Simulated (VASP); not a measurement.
# BN (Fmm2) in VASP: a series of runs

Runs on BN. Level: PBE. Tasks: single point.

Program: VASP 6.6.1. These are calculated values, not measurements. Logs are shortened: lines on timing, memory, paths and dates and some standing lists are left out, and cuts for length are marked.

## 1. The structure

It takes space group Fmm2 (No. 42, orthorhombic). The conventional cell has a = 2.503 Å, b = 6.991 Å, c = 4.332 Å, α = 90.00°, β = 90.00°, γ = 90.00°. Around N (site symmetry mm2) lie 3 B at 1.44 Å. B (site symmetry mm2) is surrounded by 3 N at 1.44 Å.

Measurements of this composition are mostly on another form, of space group No. 194.

## 2. Single point, PBE

The input, INCAR:

```
PREC = Accurate
ENCUT = 900
EDIFF = 1E-7
ISMEAR = 0
SIGMA = 0.05
LREAL = False
LASPH = True
NELM = 100
ALGO = Normal
ISIF = 2
LWAVE = False
LCHARG = False
GGA = PE
ADDGRID = False
```

The input, KPOINTS:

```
regular mesh
0
Gamma
  11 11 11
```

The input, POSCAR:

```
BN
1.0
    0.0000000000      3.4953158300      2.1660912400
    1.2516321000      0.0000000000      2.1660912400
    1.2516321000      3.4953158300      0.0000000000
N B
1 1
Direct
    0.6643870000      0.6373240000      0.3259630000
   -0.0156690000     -0.0240960000      1.0349220000
```

Potentials or basis: VASP PAW PBE potentials, release 64 (N_s, B_s).

Command:

```bash
> cat potpaw_PBE.64/N_s/POTCAR potpaw_PBE.64/B_s/POTCAR > POTCAR
> mpirun -np 1 vasp_std > vasp.out
```

OUTCAR:

```text
PREC = Accurate
   ENCUT = 900
   EDIFF = 1E-7
   ISMEAR = 0
   LREAL = False
   LASPH = True
   NELM = 100
   ISIF = 2
   GGA = PE

 Found    666 irreducible k-points:

 Following reciprocal coordinates:
            Coordinates               Weight
  0.000000  0.000000  0.000000      1.000000
  0.090909 -0.000000 -0.000000      2.000000
 -0.090909 -0.090909 -0.090909      2.000000
 -0.000000  0.090909  0.000000      2.000000
  0.000000  0.000000  0.090909      2.000000
  0.181818  0.000000 -0.000000      2.000000
   k-points           NKPTS =    666   k-points in BZ     NKDIM =    666   number of bands    NBANDS=      8
   number of dos      NEDOS =    301   number of ions     NIONS =      2
   total plane-waves  NPLWV =  34560
   dimension x,y,z NGX =    40 NGY =   24 NGZ =   36
   dimension x,y,z NGXF=    80 NGYF=   48 NGZF=   72
   ions per type =               1   1
   NGX,Y,Z   is equivalent  to a cutoff of  16.17, 15.95, 16.12 a.u.
   NGXF,Y,Z  is equivalent  to a cutoff of  32.34, 31.90, 32.24 a.u.
 SYSTEM =  unknown system
   PREC   = accura    normal or accurate (medium, high low for compatibility)
   ISTART =      0    job   : 0-new  1-cont  2-samecut
   ICHARG =      2    charge: 1-file 2-atom 10-const
   ISPIN  =      1    spin polarized calculation?
   LNONCOLLINEAR =      F non collinear calculations
   LSORBIT =      F    spin-orbit coupling
   LASPH  =      T    aspherical Exc in radial PAW
   ENCUT  =  900.0 eV  66.15 Ry    8.13 a.u.  10.06  6.12  9.08*2*pi/ulx,y,z
   NELM   =    100;   NELMIN=  2; NELMDL= -5     # of ELM steps
   EDIFF  = 0.1E-06   stopping-criterion for ELM
   LREAL  =      F    real-space projection
   EDIFFG = 0.1E-05   stopping-criterion for IOM
   NSW    =      0    number of steps for IOM
   IBRION =     -1    ionic relax: 0-MD 1-quasi-New 2-CG
   NFREE  =      0    steps in history (QN), initial steepest desc. (CG)
   ISIF   =      2    stress and relaxation
   ISYM   =      2    0-nonsym 1-usesym 2-fastsym
   POTIM  = 0.5000    time-step for ionic-motion
   TEBEG  =    0.0;   TEEND  =   0.0 temperature during run
   PSTRESS=    0.0 pullay stress
   NELECT =       8.0000    total number of electrons
   NUPDOWN=      -1.0000    fix difference up-down
   EMIN   =  10.00;   EMAX   =-10.00  energy-range for DOS
   EFERMI =   0.00;   METHOD = LEGACY
   ISMEAR =     0;   SIGMA  =   0.05  broadening in eV -4-tet -1-fermi 0-gaus
   EFERMI_NEDOS =   21; number of points for ismear=-14 and -15
   IALGO  =     38    algorithm
   IMIX   =      4    mixing-type and parameters
     AMIX     =   0.40;   BMIX     =  1.00
     AMIX_MAG =   1.60;   BMIX_MAG =  1.00
  volume/ion in A,a.u.               =       9.48        63.95
  Fermi-wavevector in a.u.,A,eV,Ry     =   1.228047  2.320672 20.518928  1.508099
  Thomas-Fermi vector in A             =   2.362987
   LORBIT       =      0    0 simple, 1 ext, 2 COOP (PROOUT), +10 PAW based schemes
   GGA     = PE    functional components
   LHFCALC =     F    Hartree Fock is set to
   AEXX    =    0.0000 exact exchange contribution
   IVDW    =     0    specifies the selected vdW correction
   LEPSILON=     F    determine dielectric tensor
   LRPA    =     F    only Hartree local field effects (RPA)
 non-spin polarized calculation
 Gauss-broadening in eV      SIGMA  =   0.05
  energy-cutoff  :      900.00
  volume of cell :       18.95
 maximum number of plane-waves:      1182
   NGX = 21   NGY = 13   NGZ = 19

 number of electron       8.0000000 magnetization

 Free energy of the ion-electron system (eV)
  ---------------------------------------------------
  ext. energy  EPLUGINS =         0.00000000
  ---------------------------------------------------
  free energy    TOTEN  =       -17.41978442 eV

  energy without entropy =      -17.41978442  energy(sigma->0) =      -17.41978442

 E-fermi :   3.4894     XC(G=0):  -9.7080

 val. band max:        3.1845878783   @ k =  -0.4545  -0.3636   0.1818
 cond. band min:       6.8929407282   @ k =   0.0000   0.4545   0.4545
 fundamental gap:      3.7083528499
 Fermi energy:         3.4894012495

 k-point     1 :       0.0000    0.0000    0.0000
  band No.  band energies     occupation
      1     -14.7147      2.00000
      2      -1.3139      2.00000
      3       1.0765      2.00000
      4       2.5139      2.00000
      5       7.8414      0.00000
      6      13.7532      0.00000
      7      15.6478      0.00000
      8      16.2079      0.00000

 k-point     2 :       0.0909   -0.0000   -0.0000
  band No.  band energies     occupation
      1     -14.5469      2.00000
      2      -1.1605      2.00000
      3       0.8114      2.00000
      4       1.7548      2.00000
      5       8.2176      0.00000
      6      13.8657      0.00000
      7      15.7290      0.00000
      8      16.2979      0.00000

 k-point     3 :      -0.0909   -0.0909   -0.0909
  band No.  band energies     occupation
      1     -14.5521      2.00000
      2      -1.1539      2.00000
      3       0.5226      2.00000
      4       2.1159      2.00000
      5       8.1947      0.00000
      6      14.1947      0.00000
      7      15.5183      0.00000
      8      15.8270      0.00000

 k-point     4 :      -0.0000    0.0909    0.0000
  band No.  band energies     occupation
      1     -14.5521      2.00000
      2      -1.1535      2.00000
      3       0.5229      2.00000
      4       2.1154      2.00000
      5       8.1948      0.00000
      6      14.2054      0.00000
      7      15.4893      0.00000
      8      15.8369      0.00000

 k-point     5 :       0.0000    0.0000    0.0909
  band No.  band energies     occupation
      1     -14.5469      2.00000
      2      -1.1607      2.00000
      3       0.8115      2.00000
      4       1.7569      2.00000
      5       8.2115      0.00000
      6      13.8584      0.00000
      7      15.7319      0.00000
      8      16.2978      0.00000

 k-point     6 :       0.1818    0.0000   -0.0000
  band No.  band energies     occupation
      1     -14.0547      2.00000
      2      -0.7095      2.00000
      3      -0.1128      2.00000
      4       0.2627      2.00000
      5       9.1720      0.00000
      6      13.8103      0.00000
      7      14.5756      0.00000
      8      18.0352      0.00000

 [... further k-points ...]
[... 5 lines left out ...]
  --------------------------------------------------------------------------------------
  -------------------------------------------------------------------------------------
  Total        0.6918394      0.0543120      1.0608615     -0.2390821      0.0397805      0.7763908
  in kB       58.4852040      4.5913105     89.6807861    -20.2109976      3.3628800     65.6328246
  external PRESSURE =      50.9191002 kB  Pullay stress =       0.0000000 kB

 VOLUME and BASIS-vectors are now :
 -----------------------------------------------------------------------------
  energy-cutoff  :      900.00
  volume of cell :       18.95
      direct lattice vectors                 reciprocal lattice vectors
     0.000000000  3.495315830  2.166091240    -0.399478409  0.143048590  0.230830535
     1.251632100  0.000000000  2.166091240     0.399478409 -0.143048590  0.230830535
     1.251632100  3.495315830  0.000000000     0.399478409  0.143048590 -0.230830535

 POSITION                                       TOTAL-FORCE (eV/Angst)
 -----------------------------------------------------------------------------------
      1.20568      3.46159      2.81962         2.366943      1.283240     -0.544555
      1.26518      3.56261      4.24605        -2.366943     -1.283240      0.544555
 -----------------------------------------------------------------------------------
    total drift:                                0.000023      0.000001      0.000009

  FREE ENERGIE OF THE ION-ELECTRON SYSTEM (eV)
  ---------------------------------------------------
  free  energy   TOTEN  =       -17.4197844198 eV

  energy  without entropy=      -17.4197844198  energy(sigma->0) =      -17.41978442
```

Wall time 99 s (1 thread of Intel Xeon 6975P-C (Granite Rapids), shared host); peak memory 0.36 GiB.

These settings aren't checked as converged: the numbers below hold their error.

Results:

| Item | Value |
| --- | --- |
| Free energy | -17.4198 eV |
| Pressure | 5.1 GPa |
| Largest force | 2.747 eV/Å |
| Band gap on the k mesh | 3.71 eV, indirect (least direct gap 4.54 eV) |

Caveat: an odd mesh through Γ misses points on the zone boundary, where band edges often lie.

## 3. Single point, PBE

Edit INCAR of step 2 so:

```diff
@@ -1,3 +1,3 @@
 PREC = Accurate
-ENCUT = 900
+ENCUT = 650
 EDIFF = 1E-7
```

The input, KPOINTS:

```
regular mesh
0
Gamma
  13 13 13
```

The input, POSCAR:

```
BN
1.0
    0.0000000000      3.4953158300      2.1660912400
    1.2516321000      0.0000000000      2.1660912400
    1.2516321000      3.4953158300      0.0000000000
N B
1 1
Direct
    0.6666513400      0.6666513400      0.3333486600
    0.0000486500      0.0000486500      0.9999513500
```

Potentials or basis: VASP PAW PBE potentials, release 64 (N_s, B_s).

Command:

```bash
> cat potpaw_PBE.64/N_s/POTCAR potpaw_PBE.64/B_s/POTCAR > POTCAR
> mpirun -np 1 vasp_std > vasp.out
```

OUTCAR:

```text
PREC = Accurate
   ENCUT = 650
   EDIFF = 1E-7
   ISMEAR = 0
   LREAL = False
   LASPH = True
   NELM = 100
   ISIF = 2
   GGA = PE

 Found    343 irreducible k-points:

 Following reciprocal coordinates:
            Coordinates               Weight
  0.000000  0.000000  0.000000      1.000000
  0.076923 -0.000000 -0.000000      8.000000
  0.153846 -0.000000  0.000000      8.000000
  0.230769  0.000000  0.000000      8.000000
  0.307692 -0.000000  0.000000      8.000000
  0.384615 -0.000000  0.000000      8.000000
[... 134 lines left out ...]
      4       1.3420      2.00000
      5       9.0555      0.00000
      6      12.6697      0.00000
      7      14.9803      0.00000
      8      20.2719      0.00000

 [... further k-points ...]
[... 5 lines left out ...]
  --------------------------------------------------------------------------------------
  -------------------------------------------------------------------------------------
  Total        0.6698441      0.2035962      0.6759214      0.0000000      0.0000000      0.0000000
  in kB       56.6258132     17.2111731     57.1395616      0.0000000      0.0000000      0.0000000
  external PRESSURE =      43.6588493 kB  Pullay stress =       0.0000000 kB

 VOLUME and BASIS-vectors are now :
 -----------------------------------------------------------------------------
  energy-cutoff  :      650.00
  volume of cell :       18.95
      direct lattice vectors                 reciprocal lattice vectors
     0.000000000  3.495315830  2.166091240    -0.399478409  0.143048590  0.230830535
     1.251632100  0.000000000  2.166091240     0.399478409 -0.143048590  0.230830535
     1.251632100  3.495315830  0.000000000     0.399478409  0.143048590 -0.230830535

 POSITION                                       TOTAL-FORCE (eV/Angst)
 -----------------------------------------------------------------------------------
      1.25163      3.49532      2.88806         0.000000      0.000000     -0.010382
      1.25163      3.49532      0.00021         0.000000      0.000000      0.010382
 -----------------------------------------------------------------------------------
    total drift:                                0.000000      0.000002      0.000009

  FREE ENERGIE OF THE ION-ELECTRON SYSTEM (eV)
  ---------------------------------------------------
  free  energy   TOTEN  =       -17.5627118895 eV

  energy  without entropy=      -17.5627118895  energy(sigma->0) =      -17.56271189
```

OSZICAR:

```text
N       E                     dE             d eps       ncg     rms          rms(c)
DAV:   1     0.423786876578E+02    0.42379E+02   -0.47636E+03  5744   0.125E+03
DAV:   2    -0.168649226511E+02   -0.59244E+02   -0.56585E+02  5848   0.250E+02
DAV:   3    -0.194493155494E+02   -0.25844E+01   -0.25844E+01  9376   0.787E+01
DAV:   4    -0.194593089760E+02   -0.99934E-02   -0.99934E-02  6296   0.433E+00
DAV:   5    -0.194594060188E+02   -0.97043E-04   -0.97043E-04  9888   0.922E-01    0.177E+01
DAV:   6    -0.177743433118E+02    0.16851E+01   -0.68315E+00  8360   0.297E+01    0.218E+01
DAV:   7    -0.176541766913E+02    0.12017E+00   -0.11643E-01  8104   0.688E+00    0.165E+01
DAV:   8    -0.175635025971E+02    0.90674E-01   -0.34214E-01  8736   0.135E+01    0.112E+00
DAV:   9    -0.175625139490E+02    0.98865E-03   -0.35783E-03  5800   0.136E+00    0.510E-01
DAV:  10    -0.175626736123E+02   -0.15966E-03   -0.23189E-03  7528   0.125E+00    0.110E-01
DAV:  11    -0.175626831458E+02   -0.95335E-05   -0.35845E-05  6704   0.102E-01    0.625E-02
DAV:  12    -0.175627118171E+02   -0.28671E-04   -0.43559E-05  6656   0.993E-02    0.158E-02
DAV:  13    -0.175627118599E+02   -0.42767E-07   -0.15389E-06  7936   0.211E-02    0.644E-03
DAV:  14    -0.175627118895E+02   -0.29602E-07   -0.65495E-08  6856   0.442E-03
   1 F= -.17562712E+02 E0= -.17562712E+02  d E =-.177432E-12
```

stdout:

```text
POSCAR found type information on POSCAR N B
 POSCAR found :  2 types and       2 ions
 scaLAPACK will be used
 LDA part: xc-table for (Slater+PW92), standard interpolation
 POSCAR, INCAR and KPOINTS ok, starting setup
 FFT: planning ... GRIDC
 FFT: planning ... GRID_SOFT
 FFT: planning ... GRID
 WAVECAR not read
 entering main loop
```

Wall time 35 s (1 thread of Intel Xeon 6975P-C (Granite Rapids), shared host); peak memory 0.21 GiB.

The run converged, but some of its settings lie outside the range that counts as converged, so its numbers aren't taken as properties of the crystal.

Results:

```
Free energy            : -17.5627 eV
Pressure               : 4.4 GPa
Largest force          : 0.010 eV/Å
Band gap on the k mesh : 3.90 eV, indirect (least direct gap 4.66 eV)
```

Caveat: an odd mesh through Γ misses points on the zone boundary, where band edges often lie.

## 4. For comparison

An earlier run on the cell as given: functional PBE; potentials or basis VASP PAW PBE potentials, release 64 (N, B); cutoff 520 eV; k mesh 13 × 13 × 13; occupations fermi-dirac, width 0.05 eV; no spin polarisation.

* Pressure: 3.3 GPa
* Largest force: 0.010 eV/Å
* Band gap on the k mesh: 3.90 eV, indirect (least direct gap 4.65 eV)
